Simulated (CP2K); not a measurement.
Write the native input for CP2K 2026.2 that does the following.

- Task: band structure
- Functional: LDA
- Potentials or basis: POTENTIAL_UZH W GTH-PBE-q14, Si GTH-PBE-q4; TZVP-MOLOPT-PBE-GTH basis
- Density cutoff: 9184 eV
- k mesh: 12 × 12 × 12
- Occupations: fermi-dirac, width 0.05 eV
- Spin: no spin polarisation
- SCF solver: diagonalisation with k points
- Quickstep method: GPW
- EPS_DEFAULT: 1.0E-9
- EPS_SCF: 1.0E-6
- MAX_SCF: 100
- SCF_GUESS: ATOMIC
- k points reduced by the point group: yes
- Mesh centred on Gamma: yes
- CHOLESKY: OFF
- EPS_EIGVAL: 1.0E-7
- MIXING METHOD: BROYDEN_MIXING
- MIXING ALPHA: 0.4
- NBUFFER: 8
- NGRIDS: 5
- Basis sets: W TZVP-MOLOPT-PBE-GTH-q14, Si TZVP-MOLOPT-PBE-GTH-q4
- Potentials: W GTH-PBE-q14 of POTENTIAL_UZH, Si GTH-PBE-q4 of POTENTIAL_UZH
- ADDED_MOS: [15]
- Points a segment of the path (NPOINTS): 10
- Bands added on the path: 4
- REL_CUTOFF (Ry): 60 Ry
- MIXING BETA (1/bohr): 1.5 1/bohr
- CUTOFF of the grids: 675 Ry

Crystal: Si2W.

```xyz
3
Lattice="4.5267 0.0000 0.0000 2.2450 3.9308 0.0000 -3.3859 -1.9654 2.2725" Properties=species:S:1:pos:R:3 pbc="T T T"
W     0.0000    0.0000    0.0000
Si    4.5052    2.6151    0.0000
Si    2.2665    1.3156    0.0000
```

The input as run:

si2w_bands.inp

```
&GLOBAL
  PROJECT si2w_bands
  RUN_TYPE ENERGY_FORCE
  PRINT_LEVEL LOW
&END GLOBAL
&FORCE_EVAL
  METHOD QS
  STRESS_TENSOR ANALYTICAL
  &DFT
    BASIS_SET_FILE_NAME BASIS_MOLOPT_UZH
    POTENTIAL_FILE_NAME POTENTIAL_UZH
    &MGRID
      CUTOFF 675
      REL_CUTOFF 60
      NGRIDS 5
    &END MGRID
    &QS
      METHOD GPW
      EPS_DEFAULT 1.0E-9
    &END QS
    &KPOINTS
      SCHEME MONKHORST-PACK 12 12 12
      GAMMA_CENTERED T
      SYMMETRY T
      SYMMETRY_BACKEND SPGLIB
    &END KPOINTS
    &SCF
      SCF_GUESS ATOMIC
      EPS_SCF 1.0E-6
      MAX_SCF 100
      ADDED_MOS 15
      CHOLESKY OFF
      EPS_EIGVAL 1.0E-7
      &DIAGONALIZATION ON
        ALGORITHM STANDARD
      &END DIAGONALIZATION
      &MIXING ON
        METHOD BROYDEN_MIXING
        ALPHA 0.4
        BETA 1.5
        NBUFFER 8
      &END MIXING
      &SMEAR ON
        METHOD FERMI_DIRAC
        ELECTRONIC_TEMPERATURE [K] 580.226
      &END SMEAR
    &END SCF
    &XC
      &XC_FUNCTIONAL
        &LDA_X
        &END LDA_X
        &LDA_C_PW
        &END LDA_C_PW
      &END XC_FUNCTIONAL
    &END XC
    &PRINT
      &KPOINTS ON
      &END KPOINTS
      &MULLIKEN ON
      &END MULLIKEN
      &MO ON
        ENERGIES T
        OCCUPATION_NUMBERS T
        &EACH
          QS_SCF 0
        &END EACH
        ADD_LAST NUMERIC
      &END MO
      &BAND_STRUCTURE
        FILE_NAME bands.bs
        ADDED_MOS 4
        &KPOINT_SET
          UNITS B_VECTOR
          NPOINTS 10
          SPECIAL_POINT GAMMA 0.00000000 0.00000000 0.00000000
          SPECIAL_POINT X 0.50000000 -0.50000000 0.00000000
          SPECIAL_POINT Y 0.50000000 -0.50000000 0.08423552
          SPECIAL_POINT S 0.29211776 -0.29211776 0.29211776
          SPECIAL_POINT GAMMA 0.00000000 0.00000000 0.00000000
          SPECIAL_POINT Z 0.50000000 0.50000000 -0.50000000
          SPECIAL_POINT S1 0.70788224 0.29211776 -0.29211776
          SPECIAL_POINT N 0.50000000 0.00000000 0.00000000
          SPECIAL_POINT P 0.75000000 -0.25000000 -0.25000000
          SPECIAL_POINT Y1 0.91576448 0.08423552 -0.50000000
          SPECIAL_POINT Z 0.50000000 0.50000000 -0.50000000
        &END KPOINT_SET
        &KPOINT_SET
          UNITS B_VECTOR
          NPOINTS 10
          SPECIAL_POINT X 0.50000000 -0.50000000 0.00000000
          SPECIAL_POINT P 0.75000000 -0.25000000 -0.25000000
        &END KPOINT_SET
      &END BAND_STRUCTURE
    &END PRINT
  &END DFT
  &SUBSYS
    &CELL
      ABC 4.5267083761 4.5267083761 4.5267083761
      ALPHA_BETA_GAMMA 138.4153173914 138.4153173913 60.2675125443
      PERIODIC XYZ
    &END CELL
    &COORD
      SCALED
      W   0.0000000000 0.0000000000 0.0000000000
      Si  0.6653000000 0.6653000000 0.0000000000
      Si  0.3347000000 0.3347000000 0.0000000000
    &END COORD
    &KIND W
      BASIS_SET TZVP-MOLOPT-PBE-GTH-q14
      POTENTIAL GTH-PBE-q14
    &END KIND
    &KIND Si
      BASIS_SET TZVP-MOLOPT-PBE-GTH-q4
      POTENTIAL GTH-PBE-q4
    &END KIND
    &PRINT
      &ATOMIC_COORDINATES ON
      &END ATOMIC_COORDINATES
      &CELL ON
      &END CELL
    &END PRINT
  &END SUBSYS
  &PRINT
    &FORCES ON
    &END FORCES
    &STRESS_TENSOR ON
    &END STRESS_TENSOR
  &END PRINT
&END FORCE_EVAL
```

Potentials or basis: POTENTIAL_UZH W GTH-PBE-q14, Si GTH-PBE-q4; TZVP-MOLOPT-PBE-GTH basis.

Command:

```console
$ OMP_NUM_THREADS=1 cp2k.psmp -i si2w_bands.inp -o si2w_bands.out
```

It gave:

```yaml
Pressure: -1.3 GPa
Largest_force: 0.018 eV/Å
Band_gap_on_the_k_mesh: none (metal or under the smearing width)
Mulliken_charges: W +0.17; Si -0.08 e
```

Caveat: Mulliken charges move with the basis; the potentials were made for another functional, which shifts forces and pressure; spin-orbit coupling is left out, which moves the levels of the heavy elements; the basis of atomic orbitals isn't converged, which shifts pressures, moduli and gaps.

It took 2.9 min on 1 thread of Arm Neoverse V1 (shared host), peak memory 0.55 GiB.
